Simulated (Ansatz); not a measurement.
# SiC: the cost of one run

Program: Ansatz 0.2.0. Level of theory: DFT PBEsol, all-electron LAPW, scalar-relativistic unless said. These are calculated values, not measurements.

1 further run of the same task is left out (set aside as unsound or not needed).

## 1. Starting point

It takes space group F-43m (No. 216, cubic). The conventional cell has a = 4.357 Å, b = 4.357 Å, c = 4.357 Å, α = 90.00°, β = 90.00°, γ = 90.00°. Si (site symmetry -43m) has 4 C at 1.89 Å as nearest neighbours. C (site symmetry -43m) has 4 Si at 1.89 Å as nearest neighbours.

Coordinates:

```xyz
2
Lattice="0.0000 2.1784 2.1784 2.1784 0.0000 2.1784 2.1784 2.1784 0.0000" Properties=species:S:1:pos:R:3 pbc="T T T"
Si    0.0000    0.0000    0.0000
C     3.2676    3.2676    3.2676
```

Cartesian axes are those of the input's lattice vectors. The structure goes back to a database entry.

## 2. Reference run, LAPW

Contents of input.yaml:

```yaml
crystal:
  lattice:
    - [0.0, 2.1784150631, 2.1784150631]
    - [2.1784150631, 0.0, 2.1784150631]
    - [2.1784150631, 2.1784150631, 0.0]
  atoms:
    - { symbol: Si, position: [0.0, 0.0, 0.0] }
    - { symbol: C, position: [0.75, 0.75, 0.75] }
kpoints:
  mp_grid: { grid: [10, 10, 10] }
scf:
  occupations: { method: fixed }
hamiltonian:
  xc: pbesol
  pseudopotentials: { kind: all_electron, lapw: { basis_error: 0.001 } }
phonons:
  qmesh: [2, 2, 2]
  qpath:
    path:
      - [0.0, 0.0, 0.0]
      - [-0.5, -0.5, 0.0]
      - [-0.375, -0.375, 0.25]
      - [-0.375, 0.0, 0.375]
      - [0.0, 0.0, 0.0]
      - [0.0, 0.0, 0.5]
      - [-0.5, -0.25, 0.25]
      - [-0.5, -0.5, 0.0]
    npoints: 6
  temperatures: { t_min: 0, t_max: 1000, t_step: 100 }
```

Command:

```
$ ansatz run input.yaml --threads 2 --pin off --max-ram 5120MiB --backend cpu --events-out ev --progress --plain --runs-dir out
```

What time and memory should one allow on 2 threads of AMD EPYC 9R45 (Zen 5), shared host?

About 74 s, with a peak of 0.66 GiB.
